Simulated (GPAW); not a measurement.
Set up this calculation in GPAW 26.7.0, as an ASE script.

* Task: relaxation of cell and atoms
* Functional: PBEsol
* Potentials or basis: PAW data sets generated in the run's folder for this functional
* Cutoff: 600 eV
* Basis: pw
* k mesh: 7 × 7 × 4
* Occupations: fermi-dirac, width 0.05 eV
* Spin: no spin polarisation
* Maxiter: 150
* Optimizer: BFGS
* Fmax: 0.02 eV/Å
* Max steps: 60
* Convergence: density=1e-05 forces=0.0001

Ge:

```
Ge
1.0
     3.99759    0.00000    0.00000
    -1.99879    3.46201    0.00000
     0.00000    0.00000    6.59938
Ge
4
Cartesian
  0.0000 2.3080 6.1843
  1.9988 1.1540 2.8846
  0.0000 2.3080 3.7148
  1.9988 1.1540 0.4151
```

This isn't the form of Ge at room conditions, which is diamond.

These files were run (other wordings do the same):

run.py

```python
from ase import Atoms
from ase.filters import FrechetCellFilter
from ase.io import write
from ase.optimize import BFGS
from gpaw import GPAW, PW, setup_paths

setup_paths.insert(0, '.')

atoms = Atoms(['Ge', 'Ge', 'Ge', 'Ge'],
              cell=[[3.9975858431, 0.0, 0.0],
                    [-1.9987929216, 3.462010894, 0.0],
                    [0.0, 0.0, 6.59937795]],
              scaled_positions=[[0.3333333333, 0.6666666667, 0.93709875],
                                [0.6666666667, 0.3333333333, 0.43709875],
                                [0.3333333333, 0.6666666667, 0.56290125],
                                [0.6666666667, 0.3333333333, 0.06290125]],
              pbc=True)

calc = GPAW(mode=PW(600),
            xc='PBEsol',
            kpts={'size': (7, 7, 4), 'gamma': True},
            occupations={'name': 'fermi-dirac', 'width': 0.05},
            nbands=18,
            convergence={'density': 1e-05, 'forces': 0.0001},
            maxiter=150,
            txt='gpaw.txt')
atoms.calc = calc
opt = BFGS(FrechetCellFilter(atoms), trajectory='relax.traj', logfile='-')
done = opt.run(fmax=0.02, steps=60)
calc.write('gs.gpw')
write('result.traj', atoms)
print('Converged:', done)
print('Cell:', atoms.cell.cellpar().round(4))
print('Volume:', round(atoms.get_volume(), 4))
print(atoms.get_scaled_positions().round(5))
```

Potentials or basis: PAW data sets generated in the run's folder for this functional, pw.

Command:

```console
$ gpaw-setup -f PBEsol Ge
$ OMP_NUM_THREADS=1 python run.py
```

It gave:

- Relaxed volume: 22.93 Å³/atom
- Relaxed cell: a = 4.006 Å, b = 4.006 Å, c = 6.598 Å, α = 90.00°, β = 90.00°, γ = 120.00°
- Space group after relaxing (to 0.05 Å): P6_3/mmc (No. 194)
- Energy gained by relaxing: 0.2 meV/atom
- Ionic steps: 4
- Pressure after relaxing: 0.0 GPa
- Largest force after relaxing: 0.019 eV/Å
- Band gap on the k mesh: 0.07 eV, indirect (least direct gap 0.15 eV)

Caveat: later steps reuse the first step's grids; an odd mesh through Γ misses points on the zone boundary, where band edges often lie.

Wall time 86 s on 1 thread of Arm Neoverse V1 (shared host), peak memory 0.23 GiB.
